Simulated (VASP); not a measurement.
# MgSe (Fm-3m) in VASP: band structure with PBEsol

Aim: the band structure of MgSe with PBEsol.

Everything below comes from runs of VASP 6.6.1. Logs are shortened: lines on timing, memory, paths and dates and some standing lists are left out, and cuts for length are marked.

### 1 Starting point

Symmetry: Fm-3m, No. 225, cubic system. The conventional cell has a = 5.448 Å, b = 5.448 Å, c = 5.448 Å, α = 90.00°, β = 90.00°, γ = 90.00°. Mg (site symmetry m-3m) has 6 Se at 2.72 Å as nearest neighbours. Around Se (site symmetry m-3m) lie 6 Mg at 2.72 Å.

The cell was built by a generator and needn't be a form met in nature.

### 2 Band structure, PBEsol

The input, POSCAR:

```
MgSe                                    
1.0
   -0.0000000000      2.7242043820      2.7242043820
    2.7242043820     -0.0000000000      2.7242043820
    2.7242043820      2.7242043820      0.0000000000
  Mg              Se            
     1     1
Direct
     0.0000000000000000    0.0000000000000000    0.0000000000000000
     0.5000000000000000    0.5000000000000000    0.5000000000000000
```

The input, INCAR.step1:

```
SYSTEM = MgSe
ALGO     = Fast           ! electronic algorithm
EDIFF    = 1E-7           ! SCF threshold, eV
ENCUT    = 520            ! plane-wave cutoff, eV
GGA      = PS             ! functional
ISIF     = 2              ! what is computed and relaxed
ISMEAR   = 0              ! smearing method
LASPH    = .TRUE.         ! aspherical terms in the spheres
LCHARG   = .TRUE.         ! write CHGCAR
LREAL    = .FALSE.        ! projectors in reciprocal space
LWAVE    = .FALSE.        ! write WAVECAR
NELM     = 60             ! most SCF steps
PREC     = Accurate       ! precision mode
SIGMA    = 0.02           ! smearing width, eV
```

The input, KPOINTS.step1:

```
k-points
0
G
  8 8 8
  0 0 0
```

The input, INCAR.step2:

```
SYSTEM = MgSe
ALGO     = Fast           ! electronic algorithm
EDIFF    = 1E-7           ! SCF threshold, eV
ENCUT    = 520            ! plane-wave cutoff, eV
GGA      = PS             ! functional
ICHARG   = 11             ! starting density
ISIF     = 2              ! what is computed and relaxed
ISMEAR   = 0              ! smearing method
LASPH    = .TRUE.         ! aspherical terms in the spheres
LCHARG   = .FALSE.        ! write CHGCAR
LREAL    = .FALSE.        ! projectors in reciprocal space
LWAVE    = .FALSE.        ! write WAVECAR
NELM     = 60             ! most SCF steps
PREC     = Accurate       ! precision mode
SIGMA    = 0.05           ! smearing width, eV
```

The input, KPOINTS.step2:

```
path GXWKGLUWLK,UX
15
line-mode
reciprocal
 0.0000000000  0.0000000000  0.0000000000  G
 0.5000000000  0.0000000000  0.5000000000  X

 0.5000000000  0.0000000000  0.5000000000  X
 0.5000000000  0.2500000000  0.7500000000  W

 0.5000000000  0.2500000000  0.7500000000  W
 0.3750000000  0.3750000000  0.7500000000  K

 0.3750000000  0.3750000000  0.7500000000  K
 0.0000000000  0.0000000000  0.0000000000  G

 0.0000000000  0.0000000000  0.0000000000  G
 0.5000000000  0.5000000000  0.5000000000  L

 0.5000000000  0.5000000000  0.5000000000  L
 0.6250000000  0.2500000000  0.6250000000  U

 0.6250000000  0.2500000000  0.6250000000  U
 0.5000000000  0.2500000000  0.7500000000  W

 0.5000000000  0.2500000000  0.7500000000  W
 0.5000000000  0.5000000000  0.5000000000  L

 0.5000000000  0.5000000000  0.5000000000  L
 0.3750000000  0.3750000000  0.7500000000  K

 0.6250000000  0.2500000000  0.6250000000  U
 0.5000000000  0.0000000000  0.5000000000  X
```

Potentials or basis: VASP PAW PBE potentials, release 64 (Mg, Se).

Run with:

```console
$ cat potpaw_PBE.64/Mg/POTCAR potpaw_PBE.64/Se/POTCAR > POTCAR
$ cp INCAR.step1 INCAR
$ cp KPOINTS.step1 KPOINTS
$ mpirun -np 1 vasp_std > vasp.out
$ cp INCAR.step2 INCAR
$ cp KPOINTS.step2 KPOINTS
$ mpirun -np 1 vasp_std > vasp.out
```

OUTCAR:

```text
SYSTEM = MgSe
   EDIFF = 1E-7
   ENCUT = 520
   GGA = PS
   ICHARG = 11
   ISIF = 2
   ISMEAR = 0
   LASPH = .TRUE.
   LREAL = .FALSE.
   NELM = 60
   PREC = Accurate

 ion  position               nearest neighbor table
   1  0.000  0.000  0.000-   2 2.72   2 2.72   2 2.72   2 2.72   2 2.72   2 2.72
   2  0.500  0.500  0.500-   1 2.72   1 2.72   1 2.72   1 2.72   1 2.72   1 2.72

  LATTYP: Found a face centered cubic cell.
 ALAT       =     5.4484087640

  Lattice vectors:

 A1 = (   0.0000000000,   2.7242043820,   2.7242043820)
 A2 = (   2.7242043820,   0.0000000000,   2.7242043820)
 A3 = (   2.7242043820,   2.7242043820,   0.0000000000)

Analysis of symmetry for initial positions (statically):
=====================================================================
 Subroutine PRICEL returns:
 Original cell was already a primitive cell.

 Routine SETGRP: Setting up the symmetry group for a
 face centered cubic supercell.

 Subroutine GETGRP returns: Found 48 space group operations
 (whereof 48 operations were pure point group operations)
 out of a pool of 48 trial point group operations.

The static configuration has the point symmetry O_h .

Analysis of symmetry for dynamics (positions and initial velocities):
=====================================================================
 Subroutine PRICEL returns:
 Original cell was already a primitive cell.

 Routine SETGRP: Setting up the symmetry group for a
 face centered cubic supercell.

 Subroutine GETGRP returns: Found 48 space group operations
 (whereof 48 operations were pure point group operations)
 out of a pool of 48 trial point group operations.

The dynamic configuration has the point symmetry O_h .

 Subroutine INISYM returns: Found 48 space group operations
 (whereof 48 operations are pure point group operations),
 and found     1 'primitive' translations

----------------------------------------------------------------------------------------

                                     Primitive cell

  volume of cell :      40.4342

  direct lattice vectors                    reciprocal lattice vectors
     0.000000000  2.724204382  2.724204382    -0.183539827  0.183539827  0.183539827
     2.724204382  0.000000000  2.724204382     0.183539827 -0.183539827  0.183539827
     2.724204382  2.724204382  0.000000000     0.183539827  0.183539827 -0.183539827

  length of vectors
     3.852606784  3.852606784  3.852606784     0.317900305  0.317900305  0.317900305

  position of ions in fractional coordinates (direct lattice)
     0.000000000  0.000000000  0.000000000
     0.500000000  0.500000000  0.500000000

  ion indices of the primitive-cell ions
   primitive index   ion index
                 1           1
                 2           2

----------------------------------------------------------------------------------------

 KPOINTS: path GXWKGLUWLK,UX

Interpolating k-points between supplied coordinates.

 Line segments in fractional coordinates (reciprocal lattice):
    0.000000  0.000000  0.000000  ...  0.500000  0.000000  0.500000
    0.500000  0.000000  0.500000  ...  0.500000  0.250000  0.750000
    0.500000  0.250000  0.750000  ...  0.375000  0.375000  0.750000
    0.375000  0.375000  0.750000  ...  0.000000  0.000000  0.000000
    0.000000  0.000000  0.000000  ...  0.500000  0.500000  0.500000
    0.500000  0.500000  0.500000  ...  0.625000  0.250000  0.625000
    0.625000  0.250000  0.625000  ...  0.500000  0.250000  0.750000
    0.500000  0.250000  0.750000  ...  0.500000  0.500000  0.500000
    0.500000  0.500000  0.500000  ...  0.375000  0.375000  0.750000
    0.625000  0.250000  0.625000  ...  0.500000  0.000000  0.500000

 Generated    15 points on each line segment, for a total of    150 k-points:

 Following reciprocal coordinates:
            Coordinates               Weight
  0.000000  0.000000  0.000000      0.006667
  0.035714  0.000000  0.035714      0.006667
  0.071429  0.000000  0.071429      0.006667
  0.107143  0.000000  0.107143      0.006667
  0.142857  0.000000  0.142857      0.006667
  0.178571  0.000000  0.178571      0.006667
[... 16 lines left out ...]
  0.500000  0.125000  0.625000      0.006667
  0.500000  0.142857  0.642857      0.006667
 [... further k-points ...]
   k-points           NKPTS =    150   k-points in BZ     NKDIM =    150   number of bands    NBANDS=      8
   number of dos      NEDOS =    301   number of ions     NIONS =      2
   total plane-waves  NPLWV =  27000
   dimension x,y,z NGX =    30 NGY =   30 NGZ =   30
   dimension x,y,z NGXF=    60 NGYF=   60 NGZF=   60
   ions per type =               1   1
   NGX,Y,Z   is equivalent  to a cutoff of  12.95, 12.95, 12.95 a.u.
   NGXF,Y,Z  is equivalent  to a cutoff of  25.89, 25.89, 25.89 a.u.
 SYSTEM =  MgSe
   PREC   = accura    normal or accurate (medium, high low for compatibility)
   ISTART =      0    job   : 0-new  1-cont  2-samecut
   ICHARG =     11    charge: 1-file 2-atom 10-const
   ISPIN  =      1    spin polarized calculation?
   LNONCOLLINEAR =      F non collinear calculations
   LSORBIT =      F    spin-orbit coupling
   LASPH  =      T    aspherical Exc in radial PAW
   ENCUT  =  520.0 eV  38.22 Ry    6.18 a.u.   7.16  7.16  7.16*2*pi/ulx,y,z
   NELM   =     60;   NELMIN=  2; NELMDL=  0     # of ELM steps
   EDIFF  = 0.1E-06   stopping-criterion for ELM
   LREAL  =      F    real-space projection
   EDIFFG = 0.1E-05   stopping-criterion for IOM
   NSW    =      0    number of steps for IOM
   IBRION =     -1    ionic relax: 0-MD 1-quasi-New 2-CG
   NFREE  =      0    steps in history (QN), initial steepest desc. (CG)
   ISIF   =      2    stress and relaxation
   ISYM   =      2    0-nonsym 1-usesym 2-fastsym
   POTIM  = 0.5000    time-step for ionic-motion
   TEBEG  =    0.0;   TEEND  =   0.0 temperature during run
   PSTRESS=    0.0 pullay stress
   NELECT =       8.0000    total number of electrons
   NUPDOWN=      -1.0000    fix difference up-down
   EMIN   =  10.00;   EMAX   =-10.00  energy-range for DOS
   EFERMI =   0.00;   METHOD = LEGACY
   ISMEAR =     0;   SIGMA  =   0.05  broadening in eV -4-tet -1-fermi 0-gaus
   EFERMI_NEDOS =   21; number of points for ismear=-14 and -15
   IALGO  =     68    algorithm
   IMIX   =      4    mixing-type and parameters
     AMIX     =   0.40;   BMIX     =  1.00
     AMIX_MAG =   1.60;   BMIX_MAG =  1.00
  volume/ion in A,a.u.               =      20.22       136.43
  Fermi-wavevector in a.u.,A,eV,Ry     =   0.953942  1.802688 12.381365  0.910005
  Thomas-Fermi vector in A             =   2.082643
   LORBIT       =      0    0 simple, 1 ext, 2 COOP (PROOUT), +10 PAW based schemes
   GGA     = PS    functional components
   LHFCALC =     F    Hartree Fock is set to
   AEXX    =    0.0000 exact exchange contribution
   IVDW    =     0    specifies the selected vdW correction
   LEPSILON=     F    determine dielectric tensor
   LRPA    =     F    only Hartree local field effects (RPA)
 non-spin polarized calculation
 RMM-DIIS sequential band-by-band and
 Gauss-broadening in eV      SIGMA  =   0.05
  energy-cutoff  :      520.00
  volume of cell :       40.43
 maximum number of plane-waves:      1106
 NGX is ok and might be reduce to    30

 number of electron       8.0000001 magnetization

 Free energy of the ion-electron system (eV)
  ---------------------------------------------------
  ext. energy  EPLUGINS =         0.00000000
  ---------------------------------------------------
  free energy    TOTEN  =        -8.33534902 eV

  energy without entropy =       -8.33534902  energy(sigma->0) =       -8.33534902

 E-fermi :   3.3867     XC(G=0):  -9.6257

 val. band max:        3.1559828520   @ k =   0.0000   0.0000   0.0000
 cond. band min:       4.9200589249   @ k =   0.5000   0.0000   0.5000
 fundamental gap:      1.7640760730
 Fermi energy:         3.3867299363

 k-point     1 :       0.0000    0.0000    0.0000
  band No.  band energies     occupation
      1      -9.8234      2.00000
      2       3.1560      2.00000
      3       3.1560      2.00000
      4       3.1560      2.00000
      5       5.6656      0.00000
      6      10.4878      0.00000
      7      10.4878      0.00000
      8      10.4878      0.00000

 k-point     2 :       0.0357    0.0000    0.0357
  band No.  band energies     occupation
      1      -9.8085      2.00000
      2       3.0047      2.00000
      3       3.1229      2.00000
      4       3.1229      2.00000
      5       5.8371      0.00000
      6      10.3703      0.00000
      7      10.5493      0.00000
      8      10.5493      0.00000

 k-point     3 :       0.0714    0.0000    0.0714
  band No.  band energies     occupation
      1      -9.7642      2.00000
      2       2.6389      2.00000
      3       3.0279      2.00000
      4       3.0279      2.00000
      5       6.2594      0.00000
      6      10.0717      0.00000
      7      10.7281      0.00000
      8      10.7281      0.00000

 k-point     4 :       0.1071    0.0000    0.1071
  band No.  band energies     occupation
      1      -9.6917      2.00000
      2       2.1840      2.00000
      3       2.8829      2.00000
      4       2.8829      2.00000
      5       6.7909      0.00000
      6       9.6849      0.00000
      7      11.0082      0.00000
      8      11.0174      0.00000

 k-point     5 :       0.1429    0.0000    0.1429
  band No.  band energies     occupation
      1      -9.5930      2.00000
      2       1.7067      2.00000
      3       2.7031      2.00000
      4       2.7031      2.00000
      5       7.3167      0.00000
      6       9.2731      0.00000
      7      10.3663      0.00000
      8      11.3675      0.00000
[... 177 lines left out ...]
 k-point    22 :       0.5000    0.1071    0.6071
  band No.  band energies     occupation
      1      -8.3507      2.00000
      2      -0.9850      2.00000
      3       0.8989      2.00000
      4       0.9928      2.00000
      5       5.7811      0.00000
      6       7.8358      0.00000
      7      12.7697      0.00000
      8      13.7818      0.00000

 k-point    23 :       0.5000    0.1250    0.6250
  band No.  band energies     occupation
      1      -8.3467      2.00000
      2      -0.9197      2.00000
      3       0.7658      2.00000
      4       0.9070      2.00000
      5       6.0447      0.00000
      6       8.1109      0.00000
      7      12.3144      0.00000
      8      13.4449      0.00000

 k-point    24 :       0.5000    0.1429    0.6429
  band No.  band energies     occupation
      1      -8.3428      2.00000
      2      -0.8448      2.00000
      3       0.6262      2.00000
      4       0.8261      2.00000
      5       6.3258      0.00000
      6       8.4135      0.00000
      7      11.8703      0.00000
      8      13.0782      0.00000

 [... further k-points ...]

------------------------ aborting loop because EDIFF is reached ----------------------------------------

  FORCE on cell =-STRESS in cart. coord.  units (eV):
  Direction    XX          YY          ZZ          XY          YZ          ZX
  --------------------------------------------------------------------------------------
  -------------------------------------------------------------------------------------
  Total       -0.3394014     -0.3394014     -0.3394014     -0.0000000      0.0000000     -0.0000000
  in kB      -13.4485421    -13.4485421    -13.4485421     -0.0000000      0.0000000     -0.0000000
  external PRESSURE =     -13.4485421 kB  Pullay stress =       0.0000000 kB

 VOLUME and BASIS-vectors are now :
 -----------------------------------------------------------------------------
  energy-cutoff  :      520.00
  volume of cell :       40.43
      direct lattice vectors                 reciprocal lattice vectors
     0.000000000  2.724204382  2.724204382    -0.183539827  0.183539827  0.183539827
     2.724204382  0.000000000  2.724204382     0.183539827 -0.183539827  0.183539827
     2.724204382  2.724204382  0.000000000     0.183539827  0.183539827 -0.183539827

 POSITION                                       TOTAL-FORCE (eV/Angst)
 -----------------------------------------------------------------------------------
      0.00000      0.00000      0.00000         0.000000      0.000000      0.000000
      2.72420      2.72420      2.72420        -0.000000     -0.000000     -0.000000
 -----------------------------------------------------------------------------------
    total drift:                               -0.000000     -0.000000      0.000000

  FREE ENERGIE OF THE ION-ELECTRON SYSTEM (eV)
  ---------------------------------------------------
  free  energy   TOTEN  =        -8.3353490197 eV

  energy  without entropy=       -8.3353490197  energy(sigma->0) =       -8.33534902
```

Run time: 18 s. Hardware: 1 thread of AMD EPYC 9R45 (Zen 5), shared host; peak memory 0.18 GiB.

What came out:

```
Band gap on the k mesh  : 1.76 eV, indirect (least direct gap 2.51 eV)
Band gap along the path : 1.76 eV, indirect (least direct gap 2.51 eV)
```

Levels at the corners of the path, in eV from the valence-band top:
| point | band 1 | band 2 | band 3 | band 4 | band 5 | band 6 | band 7 | band 8 |
| --- | --- | --- | --- | --- | --- | --- | --- | --- |
| Γ | -12.98 | 0.00 | 0.00 | 0.00 | 2.51 | 7.33 | 7.33 | 7.33 |
| X | -11.52 | -4.32 | -1.81 | -1.81 | 1.76 | 3.83 | 11.66 | 12.13 |
| X | -11.52 | -4.32 | -1.81 | -1.81 | 1.76 | 3.83 | 11.66 | 12.13 |
| W | -11.49 | -3.37 | -3.37 | -2.58 | 4.53 | 6.92 | 7.48 | 7.48 |
| W | -11.49 | -3.37 | -3.37 | -2.58 | 4.53 | 6.92 | 7.48 | 7.48 |
| K | -11.52 | -3.83 | -3.38 | -1.46 | 2.99 | 6.20 | 8.90 | 9.76 |
| K | -11.52 | -3.83 | -3.38 | -1.46 | 2.99 | 6.20 | 8.90 | 9.76 |
| Γ | -12.98 | 0.00 | 0.00 | 0.00 | 2.51 | 7.33 | 7.33 | 7.33 |
| Γ | -12.98 | 0.00 | 0.00 | 0.00 | 2.51 | 7.33 | 7.33 | 7.33 |
| L | -11.85 | -5.00 | -0.59 | -0.59 | 3.71 | 6.04 | 6.04 | 8.61 |
| L | -11.85 | -5.00 | -0.59 | -0.59 | 3.71 | 6.04 | 6.04 | 8.61 |
| U | -11.52 | -3.83 | -3.38 | -1.46 | 2.99 | 6.20 | 8.90 | 9.76 |
| U | -11.52 | -3.83 | -3.38 | -1.46 | 2.99 | 6.20 | 8.90 | 9.76 |
| W | -11.49 | -3.37 | -3.37 | -2.58 | 4.53 | 6.92 | 7.48 | 7.48 |
| W | -11.49 | -3.37 | -3.37 | -2.58 | 4.53 | 6.92 | 7.48 | 7.48 |
| L | -11.85 | -5.00 | -0.59 | -0.59 | 3.71 | 6.04 | 6.04 | 8.61 |
| L | -11.85 | -5.00 | -0.59 | -0.59 | 3.71 | 6.04 | 6.04 | 8.61 |
| K | -11.52 | -3.83 | -3.38 | -1.46 | 2.99 | 6.20 | 8.90 | 9.76 |
| U | -11.52 | -3.83 | -3.38 | -1.46 | 2.99 | 6.20 | 8.90 | 9.76 |
| X | -11.52 | -4.32 | -1.81 | -1.81 | 1.76 | 3.83 | 11.65 | 12.13 |

Caveat: the log is that of the step along the path at fixed density, whose energy, stress, charges and moments have no meaning; the PAW data sets were made with another functional, which shifts forces and pressure a little.
